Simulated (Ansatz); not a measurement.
## Au: distorted cells

Theory: Ansatz 0.2.0, DFT PBE, scalar-relativistic, plane waves, PAW.

Plane waves to 420 eV, a k mesh through Γ of 16×16×8 on the computed 2-atom cell and Gaussian smearing (0.10 eV); no spin polarisation.

Reference cell:

```yaml
crystal:
  lattice:
    - [2.81549, 0.00000, 0.00000]
    - [-0.01296, 2.82018, 0.00000]
    - [-1.13789, -1.18541, 4.92401]
  atoms:
    - { symbol: Au, position: [0.32714, 0.33404, 0.72594] }
    - { symbol: Au, position: [0.67286, 0.66596, 0.27406] }
```

Each variant moves atoms of this cell by the vectors given, if any (Å), and then applies a symmetric strain (tensor components, Cartesian axes). The reference cell isn't relaxed at this level. Energies are per atom at zero smearing, counted from the lowest variant. Pressure is positive in compression.

1. strain (xx yy zz yz xz xy, %) -4.59 -1.54 -3.46 0.11 2.00 -0.38; moves: Au1 (-0.094, 0.052, -0.105); Au2 (0.094, -0.052, 0.105)
2. strain (xx yy zz yz xz xy, %) 4.68 2.27 5.85 -0.08 1.65 -1.39; moves: Au1 (0.046, -0.021, -0.086); Au2 (-0.046, 0.021, 0.086)
3. strain (xx yy zz yz xz xy, %) -3.27 -3.48 -3.02 0.09 -1.00 0.57; moves: Au1 (0.018, -0.023, -0.005); Au2 (-0.018, 0.023, 0.005)
4. strain (xx yy zz yz xz xy, %) -0.83 10.92 4.81 3.17 3.90 6.00; moves: Au1 (-0.060, -0.022, -0.136); Au2 (0.060, 0.022, 0.136)

```csv
variant,ΔE (meV/atom),P (GPa),largest force (eV/Å),gap on mesh (eV),space group
1,141.6,20.84,2.69,0,P-1
2,46.4,-8.72,0.36,0,P-1
3,0.0,14.84,0.25,0,P-1
4,?,?,?,?,?
```

**Question.** Give the withheld rows.

**Answer.**
| variant | ΔE (meV/atom) | P (GPa) | largest force (eV/Å) | gap on mesh (eV) | space group |
| --- | --- | --- | --- | --- | --- |
| 4 | 118.6 | -6.41 | 0.58 | 0 | P-1 |

Spin-orbit coupling is left out, which matters for the bands of heavy elements.

This form isn't the element's structure at ambient conditions.